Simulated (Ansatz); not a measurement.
# Cr (P6_3/mmc) in Ansatz: further runs

One crystal, Cr, is run at these levels: PBE; tasks: single point.

Everything below comes from runs of Ansatz 0.2.0. Logs are shortened: lines on timing, memory, paths and dates and some standing lists are left out, and cuts for length are marked.

## 1. The structure

The structure is hexagonal, space group P6_3/mmc (No. 194). The conventional cell has a = 2.714 Å, b = 2.714 Å, c = 4.410 Å, α = 90.00°, β = 90.00°, γ = 120.00°. Cr (site symmetry -6m2) has 12 Cr at 2.71 Å as nearest neighbours.

This isn't the form of Cr at room conditions, which is bcc.

## 2. Single point, PBE, collinear spin, ferromagnetic start

input.yaml

```yaml
crystal:
  lattice:
    - [2.714, 0.0, 0.0]
    - [-1.357, 2.3503929459, 0.0]
    - [0.0, 0.0, 4.41]
  atoms:
    - { symbol: Cr, position: [0.6666666667, 0.3333333333, 0.75], spin: 3.0 }
    - { symbol: Cr, position: [0.3333333333, 0.6666666667, 0.25], spin: 3.0 }
hamiltonian:
  xc: pbe
  pseudopotentials: { kind: paw }
magnetization:
  spin_polarized: true
kpoints:
  mp_grid: { grid: [11, 11, 6] }
scf:
  occupations: { method: gaussian, width: 0.013 }
output:
  forces: true
  stress: true
  eigenvalues: true
  write_density: true
  write_potential: true
  elf: true
  volumetric_format: npy
```

Potentials or basis: Ansatz PAW.

On the command line:

```sh
$ ansatz run input.yaml --threads 2 --pin off --max-ram 5632MiB --backend cpu --events-out ev --progress --plain --runs-dir out
```

The program printed:

```text
Warning: RAYON_NUM_THREADS=2 ignored (pool sized by the plan → 2); use --threads N
Engine: ansatz 0.2.0, x86_64-unknown-linux-gnu
Pseudopotentials: kind: paw
Pseudopotential: Cr, paw, valence charge 14, recommended cutoff 420 eV (normal), Cr.paw.azcp
Functional definition: PBE
  parameter kappa = 0.804
  parameter beta = 0.06672455060314922
  exchange = pbe_x(kappa = kappa, mu = beta*pi^2/3)
  correlation = pbe_c(beta = beta)
Crystal: 2 atoms, lattice volume = 28.131 Å³
Basis set: ecut = 420 eV, 549 PW (Γ), exchange–correlation on 40×40×60 points (8 copies of the dense FFT grid, shifted against one another)
Bands: 21, of which v1, the nominal top of the filled ones, is band 14 counted from 1 (13 counted from 0)
Symmetry: 24 space group operations
Space group: P63/mmc (ITA 194), of the structure as read, at distance tolerance 3.0e-5 Å
Magnetic group: BNS 194.263 (UNI 1493), of the structure as read, at distance tolerance 3.0e-5 Å
k-points: 64 of 726
Non-local potential: Cr, projectors of the file, l = 0: 3, l = 1: 2, l = 2: 3, l = 3: 1
PAW form: soft (Blöchl's): semilocal exchange-correlation on the pseudo side does not see the compensation charge
PAW one-centre angular grid: Cr, 590 points (default); XC on 64 Gauss nodes
Initial density: superposition of atomic densities (chi_scale 0.1, normalization cell)
Starting moments: Σ|m| = 6 μB on 2 of 2 sites
Initial wavefunctions: pseudopotential atomic-orbital guess
Functional: x = pbe(κ = 0.804, μ = 0.2195149727645171), c = pbe(β = 0.06672455060314922)
SCF iter   1: F=—  HF=-6758.193056 eV  |F-HF|=—  |Δ(HF+E_count)|=         —  Δρ=2.44e-1 (↑2.44e-1 ↓7.87e-2)  dr2=1.04e1  dr2_m=5.79e0  M=2.051 μB ∫|m|=2.051 μB  β_m=0.30  ethr=3.10e-3  ⟨swp⟩=3.3  Hψ=9455  notcnv=0
Mixer restart at iter 1: flushing history
preconditioner: auto → none  [metal: Δε(μ)=0.012 eV  Ē_g=5.594 eV  σ=0.013 eV  W_gap=0.44  n_scr=8 (ndim 8)  ℏωp=24.3 eV  f_vac=0.000  D(μ)=2.24/eV (n_scr^D=22)  sad-step TF]
SCF iter   2: F=—  HF=-6755.279324 eV  |F-HF|=—  |Δ(HF+E_count)|=    2.91e0  Δρ=1.37e-1 (↑1.37e-1 ↓5.75e-2)  dr2=3.04e0  dr2_m=2.15e0  M=2.290 μB ∫|m|=2.290 μB  β_m=0.49  ethr=3.10e-3  ⟨swp⟩=2.0  Hψ=5986  notcnv=0  defer=156
SCF iter   3: F=—  HF=-6754.161722 eV  |F-HF|=—  |Δ(HF+E_count)|=    1.12e0  Δρ=2.93e-2 (↑2.93e-2 ↓2.26e-2)  dr2=1.07e-1  dr2_m=1.47e-1  M=2.244 μB ∫|m|=2.245 μB  β_m=0.66  ethr=3.10e-3  ⟨swp⟩=2.7  Hψ=5162  notcnv=0  defer=154
SCF iter   4: F=—  HF=-6754.129143 eV  |F-HF|=—  |Δ(HF+E_count)|=   3.26e-2  Δρ=3.09e-3 (↑2.30e-3 ↓3.09e-3)  dr2=5.76e-3  dr2_m=4.55e-4  M=2.059 μB ∫|m|=2.061 μB  β_m=0.83  ethr=3.82e-4  ⟨swp⟩=2.1  Hψ=5145  notcnv=0  defer=155
SCF iter   5: F=—  HF=-6754.148404 eV  |F-HF|=—  |Δ(HF+E_count)|=         —  Δρ=1.24e-2 (↑1.24e-2 ↓1.16e-2)  dr2=2.17e-4  dr2_m=3.72e-2  M=1.750 μB ∫|m|=1.753 μB  β_m=0.83  ethr=2.06e-5  ⟨swp⟩=2.0  Hψ=4174  notcnv=0  defer=155
Mixer restart at iter 5: flushing history
SCF iter   6: F=—  HF=-6754.144007 eV  |F-HF|=—  |Δ(HF+E_count)|=   4.40e-3  Δρ=3.18e-3 (↑1.57e-3 ↓3.18e-3)  dr2=7.59e-4  dr2_m=1.39e-3  M=1.747 μB ∫|m|=1.749 μB  β_m=0.91  ethr=7.73e-7  ⟨swp⟩=2.2  Hψ=5263  notcnv=0  defer=155
SCF iter   7: F=—  HF=-6754.145318 eV  |F-HF|=—  |Δ(HF+E_count)|=   1.31e-3  Δρ=2.97e-3 (↑2.97e-3 ↓1.87e-3)  dr2=4.82e-3  dr2_m=1.01e-4  M=1.740 μB ∫|m|=1.742 μB  β_m=0.62  ethr=7.73e-7  ⟨swp⟩=2.6  Hψ=5457  notcnv=0  defer=155
SCF iter   8: F=—  HF=-6754.143837 eV  |F-HF|=—  |Δ(HF+E_count)|=   1.48e-3  Δρ=2.69e-4 (↑1.53e-4 ↓2.69e-4)  dr2=1.94e-6  dr2_m=1.12e-5  M=1.745 μB ∫|m|=1.747 μB  β_m=0.81  ethr=7.73e-7  ⟨swp⟩=2.2  Hψ=5290  notcnv=0  defer=155
SCF iter   9: F=—  HF=-6754.143856 eV  |F-HF|=—  |Δ(HF+E_count)|=   1.94e-5  Δρ=6.72e-5 (↑6.50e-5 ↓6.72e-5)  dr2=1.98e-6  dr2_m=1.14e-7  M=1.747 μB ∫|m|=1.748 μB  β_m=0.70  ethr=6.91e-9  ⟨swp⟩=2.0  Hψ=4491  notcnv=0  defer=155
SCF iter  10: F=—  HF=-6754.143856 eV  |F-HF|=—  |Δ(HF+E_count)|=   4.90e-7  Δρ=2.55e-5 (↑2.48e-5 ↓2.55e-5)  dr2=2.07e-7  dr2_m=3.20e-8  M=1.747 μB ∫|m|=1.749 μB  β_m=0.85  ethr=6.91e-9  ⟨swp⟩=2.2  Hψ=4041  notcnv=0  defer=155
SCF iter  11: F=—  HF=-6754.143857 eV  |F-HF|=—  |Δ(HF+E_count)|=   1.91e-7  Δρ=5.16e-6 (↑5.16e-6 ↓3.89e-6)  dr2=3.78e-10  dr2_m=4.99e-9  M=1.747 μB ∫|m|=1.749 μB  β_m=0.92  ethr=7.40e-10  ⟨swp⟩=2.6  Hψ=4338  notcnv=0  defer=155
SCF iter  12: F=-6754.143857 eV  HF=-6754.143857 eV  |F-HF|=5.00e-11  |Δ(HF+E_count)|=   3.53e-9  Δρ=7.67e-7 (↑5.24e-7 ↓7.67e-7)  dr2=1.66e-10  dr2_m=3.64e-11  M=1.747 μB ∫|m|=1.749 μB  ethr=1.35e-12  ⟨swp⟩=7.8  Hψ=13260  notcnv=0
SCF 1 converged in 12 iterations: F = -6754.143857 eV  dr2 = 1.66e-10
Symmetry: 12 space group operations
k-points: 64 of 726 (time reversal used)
Initial density: read from a saved state, or passed on in memory by an earlier SCF of this step, an earlier step, the calling program or the single point that the run made first
Starting moments: Σ|m| = 6 μB on 2 of 2 sites; this step starts from the density that it was given
Initial wavefunctions: those read from a saved state, or passed on in memory by an earlier step or the calling program
iter 1 solved again at ethr=1.00e-12 eV; its pass at ethr=3.57e-6 eV (dr2=1.66e-10 eV) is discarded
SCF iter   1: F=—  HF=-6754.143857 eV  |F-HF|=—  |Δ(HF+E_count)|=         —  Δρ=7.67e-7 (↑5.24e-7 ↓7.67e-7)  dr2=1.66e-10  dr2_m=3.64e-11  M=1.747 μB ∫|m|=1.749 μB  ethr=1.00e-12  ⟨swp⟩=1.0  Hψ=13477  notcnv=0
preconditioner: auto → none  [metal: Δε(μ)=0.011 eV  Ē_g=4.794 eV  σ=0.013 eV  W_gap=0.43  n_scr=8 (ndim 8)  ℏωp=24.3 eV  f_vac=0.000  D(μ)=3.51/eV (n_scr^D=42)]
SCF iter   2: F=—  HF=-6754.331129 eV  |F-HF|=—  |Δ(HF+E_count)|=   1.87e-1  Δρ=7.16e-2 (↑7.16e-2 ↓3.90e-2)  dr2=4.98e0  dr2_m=1.18e-1  M=1.841 μB ∫|m|=2.017 μB  ethr=3.57e-6  ⟨swp⟩=1.0  Hψ=12993  notcnv=0
SCF iter   3: F=—  HF=-6754.143960 eV  |F-HF|=—  |Δ(HF+E_count)|=   1.87e-1  Δρ=4.03e-3 (↑3.59e-3 ↓4.03e-3)  dr2=2.15e-2  dr2_m=8.46e-4  M=2.018 μB ∫|m|=2.077 μB  ethr=3.57e-6  ⟨swp⟩=1.0  Hψ=8883  notcnv=0
SCF iter   4: F=—  HF=-6754.143504 eV  |F-HF|=—  |Δ(HF+E_count)|=   4.56e-4  Δρ=7.09e-4 (↑7.09e-4 ↓3.40e-4)  dr2=4.91e-4  dr2_m=1.03e-5  M=2.004 μB ∫|m|=2.049 μB  ethr=3.57e-6  ⟨swp⟩=1.0  Hψ=7033  notcnv=0
an SCF along what the orbitals of the run's state read of its open shells (or to have them read: on a GPU, or by another smearing), with 12 of the crystal's symmetry operations given up, reached no lower state that the run goes on to. This is no proof of a minimum
SCF converged after 12 iterations
Magnetization: 1.7467 μB (14.8734 up, 13.1266 down)
Absolute magnetization: 1.7486 μB (∫|ρ↑−ρ↓|, with the PAW one-centre terms)
Spin contamination: 0.0047 ħ² per cell (⟨S²⟩ above its minimum at these occupations)
Per-site moments (μB) at R_I (Å): [(0.8035011105607799, 1.1158327308725133), (0.8035011105607801, 1.1158327308725133)]
Free energy (F): -6754.143857 eV
Harris-Foulkes:  -6754.143857 eV  (|F-HF|=5.00e-11)
Internal energy: -6754.143560 eV  (E = F + TS)
E sigma→0 (E₀):  -6754.143708 eV
Entropy (-TS):   -0.000297 eV (-0.148 meV/atom)
Fermi energy:    15.268863 eV
--- Per-component energies (eV) ---
  E_band       = -392.811923
  E_kinetic    = 678.694088
  E_local      = -2696.327107  (includes V_loc(G=0)·N_el)
  E_nonlocal   = 157.190361
  E_hartree    = 1148.730330
  E_xc         = -276.584928
  E_vxc        = -352.560407  (∫ρ·V_xc dr)
  E_paw        = -2389.025123  (= ΣΔE_a)
  E_vpaw       = -477.270829  (= ΣTr[D̂ρ^β])
  E_aug_tail   = 0.000784  (compensation charges beyond the density's cutoff)
  E_ewald      = -3376.821965
  E_smearing   = -0.000297  (= −TS)
  E_closure    = 0.000000  (closes the sum)
  Σ components = -6754.143857   (vs F -6754.143857, Δ=0.00e0)
--- Forces (eV/Å), atoms counted from 1 ---
  atom   1  Cr     0.00000000     0.00000000     0.00000000
  atom   2  Cr     0.00000000    -0.00000000     0.00000000
  max |Σ_I F_I| component: 0.00e0 eV/Å
--- Stress (GPa, compression-positive) ---
      -26.881496      -0.000000       0.000000
        0.000000     -26.881496       0.000000
        0.000000       0.000000     -22.942411
  P = ⅓ Tr σ = -25.5685 GPa (-255.685 kbar)
--- Band table (eV; the first three rows and the last of 128) ---
  k-point 0 ↑: bands = ["-56.6648", "-56.5767", "-28.1331", "-27.8048", "-27.8048", "-27.7383", "-27.7383", "-27.6448", "8.0832", "11.6716", "14.5871", "14.5871", "14.6406", "14.9556", "14.9556", "15.4275", "15.4275", "15.6420", "16.6699", "16.6699", "22.5353"]
  k-point 1 ↑: bands = ["-56.6590", "-56.5827", "-28.1011", "-27.8003", "-27.8003", "-27.7428", "-27.7428", "-27.6783", "8.3272", "11.5614", "14.5250", "14.5250", "14.5511", "14.8729", "14.8729", "15.0660", "15.6035", "15.6035", "16.6537", "16.6537", "23.6196"]
  k-point 2 ↑: bands = ["-56.6429", "-56.5989", "-28.0133", "-27.7882", "-27.7882", "-27.7692", "-27.7550", "-27.7550", "9.0238", "11.0389", "14.2997", "14.3316", "14.4719", "14.4719", "14.6917", "14.6917", "15.9653", "15.9653", "16.5562", "16.5562", "26.0598"]
  k-point 63 ↓: bands = ["-55.7305", "-55.7305", "-27.2922", "-27.2922", "-27.1636", "-27.1636", "-26.9794", "-26.9794", "13.3725", "13.3725", "14.0385", "14.0385", "14.5459", "14.5459", "16.1792", "16.1792", "17.5014", "17.5014", "21.4835", "21.4835", "23.8299"]
```

It took 25 s on 2 threads of Intel Xeon at 2.50GHz (Skylake/Cascade Lake), shared host; peak memory 0.53 GiB.

Results:

```yaml
Free_energy: -6754.1439 eV
Pressure: -25.6 GPa
Band_gap_on_the_k_mesh: none (metal or under the smearing width)
Net_moment: 1.75 μB per cell
Absolute_moment: 1.75 μB per cell
Site_moments: Cr +0.80 μB
```

Caveat: so large a pressure means that the cell lies far from this level's equilibrium, or that cutoff or potentials fall short.

## 3. Single point, PBE, collinear spin, ferromagnetic start

Edit input.yaml of step 2 so:

```diff
@@ -16,3 +16,3 @@
 scf:
-  occupations: { method: gaussian, width: 0.013 }
+  occupations: { method: gaussian, width: 0.014 }
 output:
@@ -21,5 +21 @@
   eigenvalues: true
-  write_density: true
-  write_potential: true
-  elf: true
-  volumetric_format: npy
```

Potentials or basis: Ansatz PAW.

On the command line:

```sh
$ ansatz run input.yaml --threads 2 --pin off --max-ram 5632MiB --backend cpu --events-out ev --progress --plain --runs-dir out
```

The program printed:

```text
Warning: RAYON_NUM_THREADS=2 ignored (pool sized by the plan → 2); use --threads N
[... 8 set-up lines as earlier in the session ...]
Crystal: 2 atoms, lattice volume = 28.131 Å³
Basis set: ecut = 420 eV, 549 PW (Γ), exchange–correlation on 40×40×60 points (8 copies of the dense FFT grid, shifted against one another)
Bands: 21, of which v1, the nominal top of the filled ones, is band 14 counted from 1 (13 counted from 0)
[... 2 set-up lines as earlier in the session ...]
[... 61 lines left out ...]
  E_smearing   = -0.000344  (= −TS)
  E_closure    = -0.000000  (closes the sum)
  Σ components = -6754.143880   (vs F -6754.143880, Δ=0.00e0)
--- Forces (eV/Å), atoms counted from 1 ---
  atom   1  Cr     0.00000000     0.00000000     0.00000000
  atom   2  Cr    -0.00000000    -0.00000000     0.00000000
  max |Σ_I F_I| component: 1.85e-17 eV/Å
--- Stress (GPa, compression-positive) ---
      -26.880097       0.000000       0.000000
        0.000000     -26.880097       0.000000
        0.000000       0.000000     -22.948225
  P = ⅓ Tr σ = -25.5695 GPa (-255.695 kbar)
--- Band table (eV; the first three rows and the last of 128) ---
  k-point 0 ↑: bands = ["-56.6648", "-56.5767", "-28.1333", "-27.8046", "-27.8046", "-27.7381", "-27.7381", "-27.6450", "8.0832", "11.6718", "14.5874", "14.5874", "14.6408", "14.9559", "14.9559", "15.4273", "15.4273", "15.6419", "16.6697", "16.6697", "22.5354"]
  k-point 1 ↑: bands = ["-56.6589", "-56.5826", "-28.1013", "-27.8002", "-27.8002", "-27.7426", "-27.7426", "-27.6784", "8.3273", "11.5615", "14.5253", "14.5253", "14.5512", "14.8732", "14.8732", "15.0659", "15.6034", "15.6034", "16.6536", "16.6536", "23.6197"]
  k-point 2 ↑: bands = ["-56.6429", "-56.5988", "-28.0134", "-27.7880", "-27.7880", "-27.7693", "-27.7548", "-27.7548", "9.0238", "11.0390", "14.2997", "14.3317", "14.4721", "14.4721", "14.6919", "14.6919", "15.9652", "15.9652", "16.5561", "16.5561", "26.0598"]
  k-point 63 ↓: bands = ["-55.7307", "-55.7307", "-27.2923", "-27.2923", "-27.1637", "-27.1637", "-26.9796", "-26.9796", "13.3724", "13.3724", "14.0384", "14.0384", "14.5458", "14.5458", "16.1791", "16.1791", "17.5011", "17.5011", "21.4834", "21.4834", "23.8298"]
```

Wall time 26 s (2 threads of Intel Xeon at 2.50GHz (Skylake/Cascade Lake), shared host); peak memory 0.52 GiB.

Results:

```yaml
Free_energy: -6754.1439 eV
Pressure: -25.6 GPa
Band_gap_on_the_k_mesh: none (metal or under the smearing width)
Net_moment: 1.75 μB per cell
Absolute_moment: 1.75 μB per cell
Site_moments: Cr +0.80 μB
```

Levels at points of the mesh, in eV from the Fermi level:
Spin up:
| k point | band 11 | band 12 | band 13 | band 14 | band 15 | band 16 | band 17 | band 18 | band 19 | band 20 |
| --- | --- | --- | --- | --- | --- | --- | --- | --- | --- | --- |
| (0.00, 0.00, 0.00) | -0.68 | -0.68 | -0.63 | -0.31 | -0.31 | 0.16 | 0.16 | 0.37 | 1.40 | 1.40 |
| (0.00, 0.00, -0.50) | -1.13 | -1.13 | -0.74 | -0.74 | -0.74 | -0.74 | 1.05 | 1.05 | 1.05 | 1.05 |
Spin down:
| k point | band 9 | band 10 | band 11 | band 12 | band 13 | band 14 | band 15 | band 16 | band 17 | band 18 |
| --- | --- | --- | --- | --- | --- | --- | --- | --- | --- | --- |
| (0.00, 0.00, 0.00) | -6.88 | -3.12 | -0.01 | 0.07 | 0.07 | 0.46 | 0.46 | 0.62 | 0.95 | 0.95 |
| (0.00, 0.00, -0.50) | -4.91 | -4.91 | -0.58 | -0.58 | 0.02 | 0.02 | 0.02 | 0.02 | 1.87 | 1.87 |

Caveat: so large a pressure means that the cell lies far from this level's equilibrium, or that cutoff or potentials fall short.

## 4. Single point, PBE, collinear spin, ferromagnetic start

Edit input.yaml of step 3 so:

```diff
@@ -16,3 +16,3 @@
 scf:
-  occupations: { method: gaussian, width: 0.014 }
+  occupations: { method: gaussian, width: 0.015 }
 output:
```

On the command line:

```sh
$ ansatz run input.yaml --threads 2 --pin off --max-ram 5632MiB --backend cpu --events-out ev --progress --plain --runs-dir out
```

Wall time 25 s (2 threads of Intel Xeon at 2.50GHz (Skylake/Cascade Lake), shared host); peak memory 0.53 GiB.

It converged, with:

```yaml
Free_energy: -6754.1439 eV
Pressure: -25.6 GPa
Band_gap_on_the_k_mesh: none (metal or under the smearing width)
Net_moment: 1.75 μB per cell
Absolute_moment: 1.75 μB per cell
Site_moments: Cr +0.80 μB
```

Stress tensor (GPa, compression positive):
```
-26.88   0.00   0.00
  0.00 -26.88   0.00
  0.00   0.00 -22.95
```

Levels at points of the mesh, in eV from the Fermi level:
Spin up:
| k point | band 13 | band 14 | band 15 | band 16 | band 17 | band 18 |
| --- | --- | --- | --- | --- | --- | --- |
| (0.00, 0.00, 0.00) | -0.63 | -0.31 | -0.31 | 0.16 | 0.16 | 0.37 |
| (0.00, 0.00, -0.50) | -0.74 | -0.74 | -0.74 | -0.74 | 1.05 | 1.05 |
Spin down:
| k point | band 9 | band 10 | band 11 | band 12 | band 13 | band 14 | band 15 | band 16 | band 17 | band 18 |
| --- | --- | --- | --- | --- | --- | --- | --- | --- | --- | --- |
| (0.00, 0.00, 0.00) | -6.88 | -3.12 | -0.01 | 0.07 | 0.07 | 0.46 | 0.46 | 0.62 | 0.95 | 0.95 |
| (0.00, 0.00, -0.50) | -4.91 | -4.91 | -0.58 | -0.58 | 0.02 | 0.02 | 0.02 | 0.02 | 1.87 | 1.87 |

Caveat: so large a pressure means that the cell lies far from this level's equilibrium, or that cutoff or potentials fall short.

## 5. Summary

| smearing | gap on the mesh (eV) | pressure (GPa) | moment (μB) |
| --- | --- | --- | --- |
| gaussian 0.013 eV | none | -25.6 | 1.75 |
| gaussian 0.014 eV | none | -25.6 | 1.75 |
| gaussian 0.015 eV | none | -25.6 | 1.75 |

Alike in all rows: task single point; level PBE; potentials or basis Ansatz PAW; spin collinear, ferromagnetic start; cell as given; k mesh 11 × 11 × 6; cutoff (eV) 420.

Every run on the cell as given and a fine mesh finds a metal.

Caveats: so large a pressure means that the cell lies far from this level's equilibrium, or that cutoff or potentials fall short.

Total energies depend on the potentials used, so only differences within one code and one set of settings carry meaning.
